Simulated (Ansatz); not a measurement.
A crystal relaxed with r2SCAN in Ansatz 0.2.0 has space group I4_1/amd:1 (No. 141) and a = 7.304 Å, c = 6.441 Å.

| atom | site | x | y | z |
| --- | --- | --- | --- | --- |
| V | 4b | 0.5000 | 0.0000 | 0.2500 |
| Xx | 4a | 0.0000 | 0.0000 | 0.0000 |
| O | 16h | 0.3189 | 0.5000 | 0.1691 |

r2SCAN gives an indirect gap of 2.86 eV, from Γ–Z (0.75 of the way from Γ) to k = (0.318, 0.323, -0.323); the least direct gap is 2.87 eV at Γ–Z (0.75 of the way from Γ). Least and direct gap differ so little that the kind isn't settled. HSE06 gives an indirect gap of 3.74 eV, from Γ–Z (0.75 of the way from Γ) to k = (0.318, 0.323, -0.323); the least direct gap is 3.75 eV at Γ–Z (0.75 of the way from Γ). Least and direct gap differ so little that the kind isn't settled. Meshes: r2SCAN 6×6×6, HSE06 4×4×4. r2SCAN's ε∞ is 4.8 along x and y, 6.3 along z.

Task: Which element is Xx?
A. Sb
B. Bi
C. P
D. As

Result: B. Xx is Bi: VBiO4 (I4_1/amd) from a database of computed structures. V has 4 O at 1.71 Å; Bi has 8 O at 2.39–2.51 Å; O has 1 V at 1.71 Å and 2 Bi at 2.39–2.51 Å.

Calculated for a static, non-magnetic cell.

Spin-orbit coupling is left out; in compounds of Pb, Bi, Tl or Hg it can lower a gap by up to about 1 eV, split its edges or invert the bands.

Where an edge lies off the special points, it is a point of the mesh or the k point where a search put PBE's edge or least direct gap, reused for the other functionals, whose own edges may lie a little apart.

Coordinates of k points refer to the reciprocal vectors of the primitive cell of the runs.

The meshes of the hybrids are coarse, so their gaps aren't converged to the digits shown.

For a response run the program warns that the ground state's bands aren't all converged, so ε∞ carries an extra error.
